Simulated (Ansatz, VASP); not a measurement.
**One calculation of BAs, two programs**

```xyz
2
Lattice="0.0000 2.3885 2.3885 2.3885 0.0000 2.3885 2.3885 2.3885 0.0000" Properties=species:S:1:pos:R:3 pbc="T T T"
As    3.5827    3.5827    3.5827
B     0.0000    0.0000    0.0000
```

Alike in both runs: task relaxation of cell and atoms; functional revPBE; dispersion D4; k mesh 10 × 10 × 10; occupations fermi-dirac, width 0.05 eV; no spin polarisation.

|  | VASP | Ansatz |
| --- | --- | --- |
| version | VASP 6.6.1 | Ansatz 0.2.0 |
| potentials or method | VASP PAW PBE potentials, release 64 (As, B) | Ansatz PAW |
| plane-wave cutoff (eV) | 600 | 420 |
| valence electrons in the cell | 8 | 18 |

|  | VASP | Ansatz | Ansatz less VASP |
| --- | --- | --- | --- |
| gap on the k mesh at the Fermi level, each at its own relaxed structure (eV) | 1.17 | 1.17 | +0.005 |
| relaxed volume (Å³/atom) | 13.28 | 13.22 | -0.060 |
| relaxed cell length with the largest relative difference (Å) | 3.349 | 3.344 | -0.0051 |
| energy change over the relaxation (meV/atom) | -4 | -5 | -1.5 |

The two sets of potentials don't hold the same shells in valence.

Caveats: the PAW data sets were made with another functional, which shifts forces and pressure a little (VASP); the plane-wave basis is chosen anew once the cell has moved, so the energies of steps on either side of that aren't comparable (Ansatz); the PAW data sets come from PBE, with cores solved anew for the run's functional, which leaves a small shift of forces and pressure (Ansatz). A k mesh can miss the band edges.
